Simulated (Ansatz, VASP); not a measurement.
# Two plane-wave programs on Mn

Contents of INCAR:

```
  PREC = Accurate
  ENCUT = 520
  EDIFF = 1E-7
  ISMEAR = -1
  SIGMA = 0.05
  LREAL = False
  LASPH = True
  NELM = 150
  ALGO = Normal
  ISIF = 2
  LWAVE = False
  LCHARG = False
  ISPIN = 2
  MAGMOM = 0.508
  LORBIT = 11
  LMAXMIX = 4
  GGA = B5
  ALDAX = 1.0
  AGGAX = 1.0
  AGGAC = 1.0
  ALDAC = 0.0
  NBANDS = 16
```

Contents of KPOINTS:

```
Automatic mesh
0
Gamma
  22 22 22
```

The input POSCAR:

```
Mn
1.0
    2.3188349800      0.0000000000      0.0000000000
    0.0000000000      2.3188349800      0.0000000000
    0.0000000000      0.0000000000      2.3188349800
Mn
1
Direct
    0.0000000000      0.0000000000      0.0000000000
```

Input for Ansatz:

```yaml
crystal:
  lattice:
    - [2.31883498, 0.0, 0.0]
    - [0.0, 2.31883498, 0.0]
    - [0.0, 0.0, 2.31883498]
  atoms:
    - { symbol: Mn, position: [0.0, 0.0, 0.0], spin: 0.508 }
hamiltonian:
  xc: blyp
  pseudopotentials:
    kind: paw
    azcp:
      Mn: "pseudopotentials/Mn.paw.azcp"
basis:
  ecutwfc: 420
  fft_grid_basis: typed
kpoints:
  mp_grid: { grid: [22, 22, 22], shift: [0, 0, 0] }
magnetization:
  spin_polarized: true
scf:
  occupations: { method: fermi_dirac, width: 0.05 }
```

This isn't the form of Mn at room conditions, which is a 58-atom cubic cell.

Alike in both runs: task single point; functional BLYP; k mesh 22 × 22 × 22; occupations fermi-dirac, width 0.05 eV; collinear spin.

|  | VASP | Ansatz |
| --- | --- | --- |
| version | VASP 6.6.1 | Ansatz 0.2.0 |
| potentials or method | VASP PAW PBE potentials, release 64 (Mn_pv) | plane waves (420 eV) with PAW, scalar-relativistic |
| plane-wave cutoff (eV) | 520 | 420 |
| valence electrons in the cell | 13 | 15 |

Ansatz gave:

* net moment per atom (μB): 0.53
* size of the moment on the site where the two differ most (μB): 0.52

Q: What did VASP give for the same quantities?

A: net moment per atom (μB): 0.53; size of the moment on the site where the two differ most (μB): 0.53.

Site moments also hang on the region over which each program counts them. With one functional, cell and mesh, what is left measures potentials, basis and numerics. The two sets of potentials don't hold the same shells in valence.
